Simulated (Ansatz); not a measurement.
## A series in volume per atom on BAs

Results calculated with Ansatz 0.2.0, not measured. Periodic Kohn-Sham DFT of a crystal at fixed atoms; pressure and stress are positive in compression; the energy is the free energy less that of spherical unpolarised free atoms; site moments are those in the method's own spheres, positive along +z.

Cell of the first row (space group F-43m, No. 216):
```
BAs
1.0
      0.0000     2.3397     2.3397
      2.3397     0.0000     2.3397
      2.3397     2.3397     0.0000
B As
1 1
Direct
  0.00000 0.00000 0.00000
  0.75000 0.75000 0.75000
```

Settings of every row: method all-electron LAPW; functional LDA; relativity scalar; k mesh 15x15x15; filling fermi-dirac; smearing width 0.03 eV; basis error target 0.25 meV/atom; nucleus gaussian.

Atom start moment: 0 on all atoms.

| row | volume per atom (Å³) | pressure (GPa) | energy less free atoms (eV/atom) |
| --- | --- | --- | --- |
| 1 | 12.809 | 5.288 | -6.4678 |
| 2 | 13.081 | 1.892 | -6.4739 |
| 3 | 13.354 | -1.168 | -6.4745 |
| 4 | 13.49 | -2.582 | -6.4729 |
| 5 | 13.626 | -3.924 | -6.4701 |
| 6 | 13.762 | -5.198 | -6.4662 |
| 7 | 13.899 | ? | ? |
| 8 | 14.171 | -8.642 | -6.4484 |
| 9 | 14.444 | -10.653 | -6.432 |

Question: what pressure and energy less free atoms should row 7 give?

Worked fit of pressure. Take u = (V_r/V)^(2/3) − 1 with V_r = 13.558 Å³ an atom, which is twice the finite (Eulerian) strain; such expansions in the strain, on which the Birch-Murnaghan equation of state is built, carry the rest volume and the bulk modulus. The shown rows have u = 0.03861, 0.02416, 0.01016, 0.00336, -0.00333, -0.00991, -0.02905, -0.04132. Least squares give pressure = −3.2624 + 200.782 × u + 532.48 × u² GPa; a straight line predicts inner rows, each left out in turn, worse (root mean square 0.28 against 0.0047 GPa). The rows lie off it by 0.004, -0.007, -0.001, 0.000, 0.001, 0.002, 0.004, -0.003 (root mean square 0.0035 GPa). The pressure vanishes at u = 0.0156, or V = 13.25 Å³ an atom, and there the bulk modulus at fixed shape and fractions is B = −V dP/dV = (2/3)(1 + u) dP/du = 147 GPa. The withheld row has u = -0.01642, so the fit gives −3.2624 + 200.782 × (-0.01642) + 532.48 × (-0.01642)² = -6.416 GPa.

The calculation gave -6.407 GPa. The fit lies 0.009 GPa (0.056 % of the column's range) below it; its largest miss of a shown row is 0.007 GPa.

Worked fit of energy less free atoms. Take u = (V_r/V)^(2/3) − 1 with V_r = 13.558 Å³ an atom, which is twice the finite (Eulerian) strain; such expansions in the strain, on which the Birch-Murnaghan equation of state is built, carry the rest volume and the bulk modulus. The shown rows have u = 0.03861, 0.02416, 0.01016, 0.00336, -0.00333, -0.00991, -0.02905, -0.04132. Least squares give energy less free atoms = −6.47163 − 0.4168 × u + 13.255 × u² + 3 × u³ eV/atom; a parabola predicts inner rows, each left out in turn, worse (root mean square 4.9e-05 against 2.2e-05 eV/atom). All shown rows lie on it to the printed digit. Its lowest point lies at u = 0.0156, or V = 13.25 Å³ an atom, and the curvature there gives the bulk modulus at fixed shape and fractions, B = (4/9)(1 + u)² E″(u)/V = 149 GPa. The withheld row has u = -0.01642, so the fit gives −6.47163 − 0.4168 × (-0.01642) + 13.255 × (-0.01642)² + 3 × (-0.01642)³ = -6.4612 eV/atom.

The calculation gave -6.4613 eV/atom. The fit lies 0.0001 eV/atom (0.24 % of the column's range) above it, one unit of the last digit.
